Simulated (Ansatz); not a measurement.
# ZrN: the cost of one run

Program: Ansatz 0.2.0. Level of theory: DFT LDA, scalar-relativistic. These are calculated values, not measurements.

## Step 1: The structure to begin with

It takes space group Fm-3m (No. 225, cubic). The conventional cell has a = 4.568 Å, b = 4.568 Å, c = 4.568 Å, α = 90.00°, β = 90.00°, γ = 90.00°. Zr (site symmetry m-3m) has 6 N at 2.28 Å as nearest neighbours. N (site symmetry m-3m) is surrounded by 6 Zr at 2.28 Å.

As a file:

```
CELL_PARAMETERS angstrom
0.00000 2.28423 2.28423
2.28423 0.00000 2.28423
2.28423 2.28423 0.00000
ATOMIC_POSITIONS crystal
Zr 0.00000 0.00000 0.00000
N 0.50000 0.50000 0.50000
```

Atoms are numbered in the order of the input: Zr1, N2.

## Step 2: The deformed structure

Space group Fm-3m before, I4/mmm after.

## Step 3: LAPW, all electrons

File input.yaml:

```yaml
crystal:
  lattice:
    - [0.0, 2.2613877, 2.28423]
    - [2.2613877, 0.0, 2.28423]
    - [2.2613877, 2.2613877, 0.0]
  atoms:
    - { symbol: Zr, position: [0.0, 0.0, 0.0] }
    - { symbol: "N", position: [0.5, 0.5, 0.5] }
kpoints:
  mp_grid: { grid: [9, 9, 9] }
  band_path:
    path:
      - [0.0, 0.0, 0.0]
      - [0.0, 0.5, 0.5]
      - [0.25, 0.75, 0.5]
      - [0.0, 0.5, 0.0]
      - [0.0, 0.0, 0.0]
      - [0.5, 0.5, 0.0]
      - [0.3725125, 0.6274875, 0.0]
      - [-0.3725125, 0.3725125, 0.0]
      - [0.0, 0.0, 0.0]
    npoints: 5
scf:
  occupations: { method: fermi_dirac, width: 0.03 }
hamiltonian:
  xc: lda
  pseudopotentials: { kind: all_electron, lapw: { basis_error: 0.00025 } }
output:
  forces: true
  stress: true
  eigenvalues: true
```

The run is started by

```sh
$ ansatz run input.yaml --threads 1 --pin off --max-ram 3072MiB --backend cpu --events-out ev --progress --plain --runs-dir out
```

What time and memory should one allow on 1 thread of Intel Xeon Platinum 8488C (Sapphire Rapids), shared host?

About 12 s, with a peak of 0.42 GiB.
